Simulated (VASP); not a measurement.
Here is a VASP 6.6.1 calculation.

The input INCAR:

```
SYSTEM = GaSb
PREC = Accurate
ENCUT = 520
EDIFF = 1E-6
ISMEAR = 0
SIGMA = 0.05
LREAL = .False.
LASPH = .True.
NELM = 60
ALGO = Normal
ISIF = 2
LWAVE = .False.
LCHARG = .True.
GGA = PE
LELF = .True.
LVHAR = .True.
NBANDS = 16
```

File KPOINTS:

```
regular mesh
0
Gamma
  10 10 10
  0 0 0
```

POSCAR

```
GaSb
1.0
    0.0000000000      3.0590000000      3.0590000000
    3.0590000000      0.0000000000      3.0590000000
    3.0590000000      3.0590000000      0.0000000000
Ga Sb
1 1
Direct
    0.0000000000      0.0000000000      0.0000000000
    0.2500000000      0.2500000000      0.2500000000
```

Potentials or basis: VASP PAW PBE potentials, release 64 (Ga_d, Sb).

Run with:

```sh
$ cat potpaw_PBE.64/Ga_d/POTCAR potpaw_PBE.64/Sb/POTCAR > POTCAR
$ mpirun -np 1 vasp_std > vasp.out
```

Q: What does it give for the band gap on the k mesh?

A: 0.04 eV, direct.

Q: What does it give for the pressure?

A: 2.4 GPa.

Caveat: spin-orbit coupling is left out, which moves the levels of the heavy elements.

**Measured values to compare with.**

A printed reference work, data compilation reports, for a bulk crystal of GaSb at 4.2 K: band gap 0.811 eV (direct).

Against the measured gap of GaSb, 0.811 eV (direct; 4.2 K; a printed reference work, data compilation), the calculated 0.04 eV is off by -0.77 eV. Spin-orbit coupling on Ga, Sb is left out. The value is that of PBE on a finite k mesh, which can miss the band edges, without temperature or zero-point motion. Semilocal functionals fall short of measured gaps as a rule.
